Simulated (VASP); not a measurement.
# ZnS (F-43m) in VASP: a series of runs, part 2 of 2

VASP 6.6.1. Earlier steps stand in the parts before.

**4. Single point, PBE (grid = ENCUT=350 dk=1.6 cell=2x2x2 ISMEAR=0 SIGMA=0.05 LREAL=Auto EDIFF=1e-06)**

The input, INCAR:

```
PREC = Accurate
ENCUT = 350
EDIFF = 1E-6
ISMEAR = 0
SIGMA = 0.05
LREAL = Auto
LASPH = True
NELM = 120
ALGO = Fast
ISIF = 2
LWAVE = False
LCHARG = False
GGA = PE
NBANDS = 80
```

The input, KPOINTS:

```
Automatic mesh
0
Gamma
  1 1 1
```

The input, POSCAR:

```
ZnS
1.0
    0.0000000000      5.4040000000      5.4040000000
    5.4040000000      0.0000000000      5.4040000000
    5.4040000000      5.4040000000      0.0000000000
Zn S
8 8
Direct
    0.3750000000      0.3750000000      0.3750000000
    0.3750000000      0.3750000000      0.8750000000
    0.3750000000      0.8750000000      0.3750000000
    0.3750000000      0.8750000000      0.8750000000
    0.8750000000      0.3750000000      0.3750000000
    0.8750000000      0.3750000000      0.8750000000
    0.8750000000      0.8750000000      0.3750000000
    0.8750000000      0.8750000000      0.8750000000
    0.0000000000      0.0000000000      0.0000000000
    0.0000000000      0.0000000000      0.5000000000
    0.0000000000      0.5000000000      0.0000000000
    0.0000000000      0.5000000000      0.5000000000
    0.5000000000      0.0000000000      0.0000000000
    0.5000000000      0.0000000000      0.5000000000
    0.5000000000      0.5000000000      0.0000000000
    0.5000000000      0.5000000000      0.5000000000
```

Potentials or basis: VASP PAW PBE potentials, release 64 (Zn, S).

Run with:

```bash
$ cat potpaw_PBE.64/Zn/POTCAR potpaw_PBE.64/S/POTCAR > POTCAR
$ mpirun -np 1 vasp_std > vasp.out
```

OUTCAR:

```text
PREC = Accurate
   ENCUT = 350
   EDIFF = 1E-6
   ISMEAR = 0
   LREAL = Auto
   LASPH = True
   NELM = 120
   ISIF = 2
   GGA = PE

 Found      1 irreducible k-points:

 Following reciprocal coordinates:
            Coordinates               Weight
  0.000000  0.000000  0.000000      1.000000
   k-points           NKPTS =      1   k-points in BZ     NKDIM =      1   number of bands    NBANDS=     80
   number of dos      NEDOS =    301   number of ions     NIONS =     16
   total plane-waves  NPLWV = 110592
   dimension x,y,z NGX =    48 NGY =   48 NGZ =   48
   dimension x,y,z NGXF=    96 NGYF=   96 NGZF=   96
   ions per type =               8   8
   NGX,Y,Z   is equivalent  to a cutoff of  10.44, 10.44, 10.44 a.u.
   NGXF,Y,Z  is equivalent  to a cutoff of  20.88, 20.88, 20.88 a.u.
 SYSTEM =  unknown system
   PREC   = accura    normal or accurate (medium, high low for compatibility)
   ISTART =      0    job   : 0-new  1-cont  2-samecut
   ICHARG =      2    charge: 1-file 2-atom 10-const
   ISPIN  =      1    spin polarized calculation?
   LNONCOLLINEAR =      F non collinear calculations
   LSORBIT =      F    spin-orbit coupling
   LASPH  =      T    aspherical Exc in radial PAW
   ENCUT  =  350.0 eV  25.72 Ry    5.07 a.u.  11.66 11.66 11.66*2*pi/ulx,y,z
   NELM   =    120;   NELMIN=  2; NELMDL= -5     # of ELM steps
   EDIFF  = 0.1E-05   stopping-criterion for ELM
   LREAL  =      T    real-space projection
   EDIFFG = 0.1E-04   stopping-criterion for IOM
   NSW    =      0    number of steps for IOM
   IBRION =     -1    ionic relax: 0-MD 1-quasi-New 2-CG
   NFREE  =      0    steps in history (QN), initial steepest desc. (CG)
   ISIF   =      2    stress and relaxation
   ISYM   =      2    0-nonsym 1-usesym 2-fastsym
   POTIM  = 0.5000    time-step for ionic-motion
   TEBEG  =    0.0;   TEEND  =   0.0 temperature during run
   PSTRESS=    0.0 pullay stress
   NELECT =     144.0000    total number of electrons
   NUPDOWN=      -1.0000    fix difference up-down
   EMIN   =  10.00;   EMAX   =-10.00  energy-range for DOS
   EFERMI =   0.00;   METHOD = LEGACY
   ISMEAR =     0;   SIGMA  =   0.05  broadening in eV -4-tet -1-fermi 0-gaus
   EFERMI_NEDOS =   21; number of points for ismear=-14 and -15
   IALGO  =     68    algorithm
   IMIX   =      4    mixing-type and parameters
     AMIX     =   0.40;   BMIX     =  1.00
     AMIX_MAG =   1.60;   BMIX_MAG =  1.00
  volume/ion in A,a.u.               =      19.73       133.12
  Fermi-wavevector in a.u.,A,eV,Ry     =   1.260290  2.381602 21.610537  1.588330
  Thomas-Fermi vector in A             =   2.393807
   LORBIT       =      0    0 simple, 1 ext, 2 COOP (PROOUT), +10 PAW based schemes
   GGA     = PE    functional components
   LHFCALC =     F    Hartree Fock is set to
   AEXX    =    0.0000 exact exchange contribution
   IVDW    =     0    specifies the selected vdW correction
   LEPSILON=     F    determine dielectric tensor
   LRPA    =     F    only Hartree local field effects (RPA)
 non-spin polarized calculation
 RMM-DIIS sequential band-by-band and
 Gauss-broadening in eV      SIGMA  =   0.05
  energy-cutoff  :      350.00
  volume of cell :      315.63
 maximum number of plane-waves:      4645
 NGX is ok and might be reduce to    48
   NGX = 23   NGY = 23   NGZ = 23

 number of electron     143.9999687 magnetization

 Free energy of the ion-electron system (eV)
  ---------------------------------------------------
  ext. energy  EPLUGINS =         0.00000000
  ---------------------------------------------------
  free energy    TOTEN  =       -44.67500082 eV

  energy without entropy =      -44.67500082  energy(sigma->0) =      -44.67500082

 E-fermi :   2.6928     XC(G=0):  -9.4846

 val. band max:        2.4410478227   @ k =   0.0000   0.0000   0.0000
 cond. band min:       4.4322516097   @ k =   0.0000   0.0000   0.0000
 fundamental gap:      1.9912037870
 Fermi energy:         2.6927839572

 k-point     1 :       0.0000    0.0000    0.0000
  band No.  band energies     occupation
      1     -10.6784      2.00000
      2      -9.7105      2.00000
      3      -9.7105      2.00000
      4      -9.7105      2.00000
      5      -9.7105      2.00000
      6      -9.3834      2.00000
[... 72 lines left out ...]
     79       5.6432      0.00000
     80       5.6433      0.00000

------------------------ aborting loop because EDIFF is reached ----------------------------------------

  FORCE on cell =-STRESS in cart. coord.  units (eV):
  Direction    XX          YY          ZZ          XY          YZ          ZX
  --------------------------------------------------------------------------------------
  -------------------------------------------------------------------------------------
  Total       14.4661264     14.4661264     14.4661264      0.0000000     -0.0000000     -0.0000000
  in kB       73.4322477     73.4322477     73.4322477      0.0000000     -0.0000000     -0.0000000
  external PRESSURE =      73.4322477 kB  Pullay stress =       0.0000000 kB

 VOLUME and BASIS-vectors are now :
 -----------------------------------------------------------------------------
  energy-cutoff  :      350.00
  volume of cell :      315.63
      direct lattice vectors                 reciprocal lattice vectors
     0.000000000  5.404000000  5.404000000    -0.092524056  0.092524056  0.092524056
     5.404000000  0.000000000  5.404000000     0.092524056 -0.092524056  0.092524056
     5.404000000  5.404000000  0.000000000     0.092524056  0.092524056 -0.092524056

 POSITION                                       TOTAL-FORCE (eV/Angst)
 -----------------------------------------------------------------------------------
      4.05300      4.05300      4.05300         0.000000     -0.000000     -0.000000
      6.75500      6.75500      4.05300         0.000000      0.000000      0.000000
      6.75500      4.05300      6.75500         0.000000     -0.000000     -0.000000
      9.45700      6.75500      6.75500        -0.000000      0.000000      0.000000
      4.05300      6.75500      6.75500         0.000000     -0.000000     -0.000000
      6.75500      9.45700      6.75500         0.000000      0.000000      0.000000
[... 8 lines left out ...]
      2.70200      2.70200      5.40400        -0.000000     -0.000000      0.000000
      5.40400      5.40400      5.40400        -0.000000     -0.000000     -0.000000
 -----------------------------------------------------------------------------------
    total drift:                               -0.000009     -0.000009     -0.000014

  FREE ENERGIE OF THE ION-ELECTRON SYSTEM (eV)
  ---------------------------------------------------
  free  energy   TOTEN  =       -44.6750008228 eV

  energy  without entropy=      -44.6750008228  energy(sigma->0) =      -44.67500082
```

stdout:

```text
POSCAR found type information on POSCAR ZnS
 POSCAR found :  2 types and      16 ions
 scaLAPACK will be used
 LDA part: xc-table for (Slater+PW92), standard interpolation
 POSCAR, INCAR and KPOINTS ok, starting setup
 FFT: planning ... GRIDC
 FFT: planning ... GRID_SOFT
 FFT: planning ... GRID
 WAVECAR not read
 entering main loop
```

Wall time 36 s (1 thread of Intel Xeon 6975P-C (Granite Rapids), shared host); peak memory 0.32 GiB.

These settings aren't checked as converged: the numbers below hold their error.

What came out:

* Free energy: -44.6750 eV
* Pressure: 7.3 GPa
* Band gap on the k mesh: 1.99 eV

Caveat: the k mesh is coarse (spacing up to 1.01 Å⁻¹), so the values aren't converged; an odd mesh through Γ misses points on the zone boundary, where band edges often lie.

**5. Single point, PBE (grid = ENCUT=350 dk=0.9 cell=2x2x2 ISMEAR=0 SIGMA=0.05 LREAL=Auto EDIFF=1e-06)**

INCAR is that of step 4.

The input, KPOINTS:

```
Automatic mesh
0
Gamma
  2 2 2
```

POSCAR is that of step 4.

Potentials or basis: VASP PAW PBE potentials, release 64 (Zn, S).

Run with:

```bash
$ cat potpaw_PBE.64/Zn/POTCAR potpaw_PBE.64/S/POTCAR > POTCAR
$ mpirun -np 1 vasp_std > vasp.out
```

OUTCAR:

```text
PREC = Accurate
   ENCUT = 350
   EDIFF = 1E-6
   ISMEAR = 0
   LREAL = Auto
   LASPH = True
   NELM = 120
   ISIF = 2
   GGA = PE

 Found      3 irreducible k-points:

 Following reciprocal coordinates:
            Coordinates               Weight
  0.000000  0.000000  0.000000      1.000000
  0.500000  0.000000  0.000000      4.000000
  0.500000  0.500000  0.000000      3.000000
   k-points           NKPTS =      3   k-points in BZ     NKDIM =      3   number of bands    NBANDS=     80
   number of dos      NEDOS =    301   number of ions     NIONS =     16
   total plane-waves  NPLWV = 110592
   dimension x,y,z NGX =    48 NGY =   48 NGZ =   48
   dimension x,y,z NGXF=    96 NGYF=   96 NGZF=   96
   ions per type =               8   8
   NGX,Y,Z   is equivalent  to a cutoff of  10.44, 10.44, 10.44 a.u.
   NGXF,Y,Z  is equivalent  to a cutoff of  20.88, 20.88, 20.88 a.u.
 SYSTEM =  unknown system
   PREC   = accura    normal or accurate (medium, high low for compatibility)
   ISTART =      0    job   : 0-new  1-cont  2-samecut
   ICHARG =      2    charge: 1-file 2-atom 10-const
   ISPIN  =      1    spin polarized calculation?
   LNONCOLLINEAR =      F non collinear calculations
   LSORBIT =      F    spin-orbit coupling
   LASPH  =      T    aspherical Exc in radial PAW
   ENCUT  =  350.0 eV  25.72 Ry    5.07 a.u.  11.66 11.66 11.66*2*pi/ulx,y,z
   NELM   =    120;   NELMIN=  2; NELMDL= -5     # of ELM steps
   EDIFF  = 0.1E-05   stopping-criterion for ELM
   LREAL  =      T    real-space projection
   EDIFFG = 0.1E-04   stopping-criterion for IOM
   NSW    =      0    number of steps for IOM
   IBRION =     -1    ionic relax: 0-MD 1-quasi-New 2-CG
   NFREE  =      0    steps in history (QN), initial steepest desc. (CG)
   ISIF   =      2    stress and relaxation
   ISYM   =      2    0-nonsym 1-usesym 2-fastsym
   POTIM  = 0.5000    time-step for ionic-motion
   TEBEG  =    0.0;   TEEND  =   0.0 temperature during run
   PSTRESS=    0.0 pullay stress
   NELECT =     144.0000    total number of electrons
   NUPDOWN=      -1.0000    fix difference up-down
   EMIN   =  10.00;   EMAX   =-10.00  energy-range for DOS
   EFERMI =   0.00;   METHOD = LEGACY
   ISMEAR =     0;   SIGMA  =   0.05  broadening in eV -4-tet -1-fermi 0-gaus
   EFERMI_NEDOS =   21; number of points for ismear=-14 and -15
   IALGO  =     68    algorithm
   IMIX   =      4    mixing-type and parameters
     AMIX     =   0.40;   BMIX     =  1.00
     AMIX_MAG =   1.60;   BMIX_MAG =  1.00
  volume/ion in A,a.u.               =      19.73       133.12
  Fermi-wavevector in a.u.,A,eV,Ry     =   1.260290  2.381602 21.610537  1.588330
  Thomas-Fermi vector in A             =   2.393807
   LORBIT       =      0    0 simple, 1 ext, 2 COOP (PROOUT), +10 PAW based schemes
   GGA     = PE    functional components
   LHFCALC =     F    Hartree Fock is set to
   AEXX    =    0.0000 exact exchange contribution
   IVDW    =     0    specifies the selected vdW correction
   LEPSILON=     F    determine dielectric tensor
   LRPA    =     F    only Hartree local field effects (RPA)
 non-spin polarized calculation
 RMM-DIIS sequential band-by-band and
 Gauss-broadening in eV      SIGMA  =   0.05
  energy-cutoff  :      350.00
  volume of cell :      315.63
 maximum number of plane-waves:      4720
 NGX is ok and might be reduce to    48
   NGX = 23   NGY = 23   NGZ = 23

 number of electron     143.9999688 magnetization

 Free energy of the ion-electron system (eV)
  ---------------------------------------------------
  ext. energy  EPLUGINS =         0.00000000
  ---------------------------------------------------
  free energy    TOTEN  =       -54.39431946 eV

  energy without entropy =      -54.39431946  energy(sigma->0) =      -54.39431946

 E-fermi :   2.3946     XC(G=0):  -9.6200

 val. band max:        2.1350318142   @ k =   0.0000   0.0000   0.0000
 cond. band min:       4.2358172625   @ k =   0.0000   0.0000   0.0000
 fundamental gap:      2.1007854484
 Fermi energy:         2.3946092725

 k-point     1 :       0.0000    0.0000    0.0000
  band No.  band energies     occupation
      1     -11.0077      2.00000
      2     -10.0771      2.00000
      3     -10.0771      2.00000
      4     -10.0771      2.00000
      5     -10.0771      2.00000
      6      -9.7637      2.00000
[... 72 lines left out ...]
     79       5.5252      0.00000
[... 165 lines left out ...]
     79       6.9601      0.00000
     80       6.9604      0.00000

------------------------ aborting loop because EDIFF is reached ----------------------------------------

  FORCE on cell =-STRESS in cart. coord.  units (eV):
  Direction    XX          YY          ZZ          XY          YZ          ZX
  --------------------------------------------------------------------------------------
  -------------------------------------------------------------------------------------
  Total        3.6230415      3.6230415      3.6230415     -0.0000000      0.0000000      0.0000000
  in kB       18.3911073     18.3911073     18.3911073     -0.0000000      0.0000000      0.0000000
  external PRESSURE =      18.3911073 kB  Pullay stress =       0.0000000 kB

 VOLUME and BASIS-vectors are now :
 -----------------------------------------------------------------------------
  energy-cutoff  :      350.00
  volume of cell :      315.63
      direct lattice vectors                 reciprocal lattice vectors
     0.000000000  5.404000000  5.404000000    -0.092524056  0.092524056  0.092524056
     5.404000000  0.000000000  5.404000000     0.092524056 -0.092524056  0.092524056
     5.404000000  5.404000000  0.000000000     0.092524056  0.092524056 -0.092524056

 POSITION                                       TOTAL-FORCE (eV/Angst)
 -----------------------------------------------------------------------------------
      4.05300      4.05300      4.05300         0.000000      0.000000      0.000000
      6.75500      6.75500      4.05300        -0.000000     -0.000000      0.000000
      6.75500      4.05300      6.75500        -0.000000      0.000000      0.000000
      9.45700      6.75500      6.75500        -0.000000      0.000000      0.000000
      4.05300      6.75500      6.75500         0.000000      0.000000      0.000000
      6.75500      9.45700      6.75500         0.000000      0.000000      0.000000
[... 8 lines left out ...]
      2.70200      2.70200      5.40400        -0.000000     -0.000000     -0.000000
      5.40400      5.40400      5.40400        -0.000000     -0.000000     -0.000000
 -----------------------------------------------------------------------------------
    total drift:                               -0.000008     -0.000008     -0.000012

  FREE ENERGIE OF THE ION-ELECTRON SYSTEM (eV)
  ---------------------------------------------------
  free  energy   TOTEN  =       -54.3943194562 eV

  energy  without entropy=      -54.3943194562  energy(sigma->0) =      -54.39431946
```

OSZICAR:

```text
N       E                     dE             d eps       ncg     rms          rms(c)
DAV:   1     0.111627343895E+04    0.11163E+04   -0.51545E+04   480   0.165E+03
DAV:   2     0.127816618383E+03   -0.98846E+03   -0.96013E+03   480   0.430E+02
DAV:   3    -0.471680080032E+02   -0.17498E+03   -0.17052E+03   536   0.160E+02
[... 13 lines left out ...]
RMM:  17    -0.543943548610E+02   -0.18202E-04   -0.46620E-04   780   0.565E-02    0.961E-02
RMM:  18    -0.543943343465E+02    0.20514E-04   -0.18168E-05   446   0.121E-02    0.716E-02
RMM:  19    -0.543943208774E+02    0.13469E-04   -0.40911E-05   530   0.129E-02    0.132E-02
RMM:  20    -0.543943193070E+02    0.15704E-05   -0.84367E-06   430   0.701E-03    0.857E-03
RMM:  21    -0.543943194562E+02   -0.14916E-06   -0.15684E-06   287   0.345E-03
   1 F= -.54394319E+02 E0= -.54394319E+02  d E =-.208504E-13
```

Run time: 70 s. Hardware: 1 thread of Intel Xeon 6975P-C (Granite Rapids), shared host; peak memory 0.32 GiB.

The run converged, but some of its settings lie outside the range that counts as converged, so its numbers aren't taken as properties of the crystal.

What came out:

- Free energy: -54.3943 eV
- Pressure: 1.8 GPa
- Band gap on the k mesh: 2.10 eV

Caveat: the k mesh is coarse (spacing up to 0.50 Å⁻¹), so the values aren't converged.
